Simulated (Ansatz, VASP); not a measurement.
# Al: VASP beside Ansatz

```
Al
1.0
     2.72176    0.00000    0.00000
     0.00000    2.72176    0.00000
     0.00000    0.00000    2.72176
Al
1
Direct
  0.00000 0.00000 0.00000
```

The cell was built by a generator and needn't be a form met in nature.

Alike in both runs: task single point; functional HF; k mesh 5 × 5 × 5; occupations fermi-dirac, width 0.05 eV; no spin polarisation.

```csv
,VASP,Ansatz
version,VASP 6.6.1,Ansatz 0.2.0
potentials or method,"VASP PAW PBE potentials, release 64 (Al)",Ansatz PAW
plane-wave cutoff (eV),520,420
valence electrons in the cell,3,3
```

|  | VASP | Ansatz | Ansatz less VASP |
| --- | --- | --- | --- |
| gap on the k mesh at the Fermi level (eV) | none | none | - |
| pressure (GPa) | 10.0 | 4.4 | -5.58 |

A gap of «none» marks a metal or a gap that the smearing closes.

Caveats: the k mesh is coarse (spacing up to 0.46 Å⁻¹), so the values aren't converged, least of all with exact exchange; the PAW data sets were made with another functional, which shifts forces and pressure a little (VASP); the PAW data sets come from PBE, with cores solved anew for the run's functional, which leaves a small shift of forces and pressure (Ansatz); the thresholds are loose for stress (Ansatz).
